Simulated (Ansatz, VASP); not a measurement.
Given: the input of a run of VASP 6.6.1 on Al.

Contents of POSCAR:

```
Al
1.0
    4.4916000000      0.0000000000      0.0000000000
   -2.2458000000      3.8898400000      0.0000000000
    0.0000000000      0.0000000000      2.7226000000
Al
2
Direct
    0.3333300000      0.6666700000      0.0000000000
    0.6666700000      0.3333300000      0.0000000000
```

File INCAR.step1:

```
PREC = Accurate
ENCUT = 520
EDIFF = 1E-5
ISMEAR = -1
SIGMA = 0.05
LREAL = False
LASPH = True
NELM = 100
ALGO = Normal
ISIF = 2
LWAVE = True
LCHARG = False
NBANDS = 10
GGA = PE
```

INCAR.step2

```
PREC = Accurate
ENCUT = 520
EDIFF = 1E-6
ISMEAR = -1
SIGMA = 0.05
LREAL = False
LASPH = True
NELM = 100
ALGO = Normal
ISIF = 2
LWAVE = False
LCHARG = False
GGA = PS
LHFCALC = True
AEXX = 0.25
PRECFOCK = Normal
NBANDS = 10
ISTART = 1
```

File KPOINTS:

```
regular mesh
0
Gamma
  4 4 5
```

Potentials or basis: VASP PAW PBE potentials, release 64 (Al).

Run with:

```console
$ cat potpaw_PBE.64/Al/POTCAR > POTCAR
$ cp INCAR.step1 INCAR
$ mpirun -np 1 vasp_std > vasp.out
$ cp INCAR.step2 INCAR
$ mpirun -np 1 vasp_std > vasp.out
```

Problem. Set up the same calculation for Ansatz 0.2.0. Potentials there: Ansatz PAW.

Solution. As run (the cutoff follows the program's own potentials):

File input.yaml:

```yaml
crystal:
  lattice:
    - [4.4916, 0.0, 0.0]
    - [-2.2458, 3.88984, 0.0]
    - [0.0, 0.0, 2.7226]
  atoms:
    - { symbol: Al, position: [0.33333, 0.66667, 0.0] }
    - { symbol: Al, position: [0.66667, 0.33333, 0.0] }
hamiltonian:
  xc: { exchange: pbesol, correlation: pbesol, exx: { coeff: 0.25 } }
  pseudopotentials: { kind: paw }
kpoints:
  mp_grid: { grid: [4, 4, 5] }
scf:
  occupations: { method: fermi_dirac, width: 0.05 }
output:
  forces: true
  stress: true
  eigenvalues: true
```

Potentials or basis: Ansatz PAW.

The run is started by

```console
$ ansatz run input.yaml --threads 2 --pin off --max-ram 5632MiB --backend cpu --events-out ev --progress --plain --runs-dir out
```

Both were run:

|  | VASP | Ansatz | Ansatz less VASP |
| --- | --- | --- | --- |
| gap on the k mesh at the Fermi level (eV) | none | none | - |
| pressure (GPa) | 1.2 | 1.3 | +0.09 |
| largest component of the traceless stress (GPa) | 1.52 | 1.42 | -0.101 |

A gap of «none» marks a metal or a gap that the smearing closes.

Caveats: the k mesh is coarse (spacing up to 0.46 Å⁻¹), so the values aren't converged (VASP); the PAW data sets were made with another functional, which shifts forces and pressure a little (VASP); the k mesh is coarse (spacing up to 0.46 Å⁻¹), so the values aren't converged, least of all with exact exchange (Ansatz); the PAW data sets come from PBE, with cores solved anew for the run's functional, which leaves a small shift of forces and pressure (Ansatz); the thresholds are loose for stress (Ansatz).
